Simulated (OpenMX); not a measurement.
**ZrS2 under changes of volume**

One of the cells (23.763 Å³/atom); the others are scaled copies at fixed shape and fractional positions:

```
Zr S
1.0
     3.69138    0.00000    0.00000
    -1.84569    3.19683    0.00000
     0.00000    0.00000    6.04108
Zr S
1 2
Direct
  0.00000 0.00000 0.00000
  0.33333 0.66667 0.23791
  0.66667 0.33333 0.76209
```

The cell is a database's computed one.

| Item | Value |
| --- | --- |
| Program | OpenMX 3.8.5 |
| Functional | LDA |
| Potentials or basis | OpenMX 2013 LDA set, Zr7.0-s3p2d2, S7.0-s2p2d1f1, fixed grid of 40 × 40 × 72 points |
| k mesh | 9 × 9 × 5 |
| Occupations | fermi-dirac, width 0.05 eV |
| Spin | no spin polarisation |

| volume (Å³/atom) | energy over the lowest point (meV/atom) | gap on the mesh (eV) | largest force (eV/Å) |
| --- | --- | --- | --- |
| 22.337 | ? | ? | ? |
| 22.813 | 0.00 | 0.80 | 0.597 |
| 23.288 | 0.05 | 0.81 | 0.330 |
| 23.763 | 5.78 | 0.83 | 0.081 |
| 24.238 | 16.52 | 0.84 | 0.149 |
| 24.714 | 31.80 | 0.86 | 0.365 |
| 25.189 | 51.24 | 0.87 | 0.567 |

What does the run at 22.337 Å³/atom give?

Energy over the lowest point 6.15 meV/atom; gap on the mesh 0.78 eV; largest force 0.881 eV/Å.

Worked out: A Birch-Murnaghan fit of order 3 (a polynomial in V^(-2/3)) to the other rows has its minimum at 23.04 Å³/atom with B0 = V·E''(V) = 97 GPa and B' = 4.1 at fixed shape and positions, which overstates the stiffness. It gives 6.15 meV/atom at 22.337 Å³/atom, against the run's 6.15. A straight line through the other rows of the gap, of slope 0.735 eV per unit of ln V, extrapolates to 0.78 eV, against the run's 0.78.

Energies are extrapolated to zero smearing.

Caveats: an odd mesh through Γ misses points on the zone boundary, where band edges often lie; the basis of atomic orbitals isn't converged, which shifts pressures, moduli and gaps. Spin-orbit coupling on Zr is left out.
